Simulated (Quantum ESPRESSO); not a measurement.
SnSe under changes of volume

One of the cells (27.271 Å³/atom); the others are scaled copies at fixed shape and fractional positions:

```
CELL_PARAMETERS angstrom
0.00000 3.01000 3.01000
3.01000 0.00000 3.01000
3.01000 3.01000 0.00000
ATOMIC_POSITIONS crystal
Sn 0.00000 0.00000 0.00000
Se 0.50000 0.50000 0.50000
```

Measurements of this composition are mostly on another form, of space group No. 62.

* Program: Quantum ESPRESSO 7.5
* Functional: PBE
* Potentials or basis: SSSP 1.3 efficiency PBE
* Cutoff: 816 eV
* Density cutoff: 6531 eV
* k mesh: 8 × 8 × 8
* Occupations: fermi-dirac, width 0.05 eV
* Spin: no spin polarisation

```csv
volume (Å³/atom),energy over the lowest point (meV/atom),pressure (GPa),gap on the mesh (eV)
25.635,29.18,4.7,0.76
26.180,15.64,3.3,0.73
26.725,?,?,?
27.271,1.47,0.9,0.58
27.816,0.00,-0.1,0.50
28.362,1.78,-1.0,0.42
28.907,6.50,-1.8,0.34
```

**Question.** What does the run at 26.725 Å³/atom give?

**Answer.** Energy over the lowest point 6.55 meV/atom; pressure 2.0 GPa; gap on the mesh 0.67 eV.

Worked out: A Birch-Murnaghan fit of order 3 (a polynomial in V^(-2/3)) to the other rows has its minimum at 27.78 Å³/atom with B0 = V·E''(V) = 49 GPa and B' = 4.3. It gives 6.56 meV/atom at 26.725 Å³/atom, against the run's 6.55, and -dE/dV = 2.1 GPa, against 2.0. A parabola through the other rows of the gap, of slope -3.24 eV per unit of ln V there, gives 0.65 eV, against the run's 0.67.

Energies are extrapolated to zero smearing.

Caveats: spin-orbit coupling is left out, which moves the levels of the heavy elements.

A mesh can miss the band edges.
